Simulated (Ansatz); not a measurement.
Runs of Ansatz 0.2.0 on I. Symmetry: C2/m, No. 12, monoclinic system. Conventional cell: a = 5.077 Å, b = 7.413 Å, c = 2.880 Å, α = 90.00°, β = 124.24°, γ = 90.00°. I (site symmetry 2/m) is surrounded by 2 I at 2.88 Å. 

| task | level | cell | k mesh | cutoff (eV) | smearing | points for each segment of the path | mesh quality | gap on the mesh (eV) | pressure (GPa) |
| --- | --- | --- | --- | --- | --- | --- | --- | --- | --- |
| relaxation of the atoms | LDA | atoms relaxed from: cell strained at random at fixed volume | 7 × 7 × 11 | 420 | gaussian 0.05 eV | - | not flagged | - | -1.7 |
| projected density of states | PBEsol | as given | 4 × 4 × 6 | 420 | fermi-dirac 0.05 eV | - | coarse | none | -0.5 |
| single point | LDA | as given | 7 × 7 × 11 | 420 | gaussian 0.1 eV | - | not flagged | none | (a) |
| band structure | PBEsol | as given | 7 × 7 × 11 | 420 | fermi-dirac 0.05 eV | 14 | not flagged | none | -0.4 |

Alike in all rows: potentials or basis Ansatz PAW; no spin polarisation.

Q: Fill in the values left out.

A: (a) -1.3.

Caveats: some runs use coarse meshes; the PAW data sets come from PBE, with cores solved anew for the run's functional, which leaves a small shift of forces and pressure; an odd number of electrons without spin polarisation forces a metal (some runs); a magnetic or distorted state may lie lower (some runs); the density of states is complete only up to the lowest level of the last band computed (some runs).

A k mesh can miss the band edges, and the runs leave out spin-orbit coupling on I.

A gap of «none» marks a metal or a gap under the smearing width.

Not every run made on this cell is shown here.
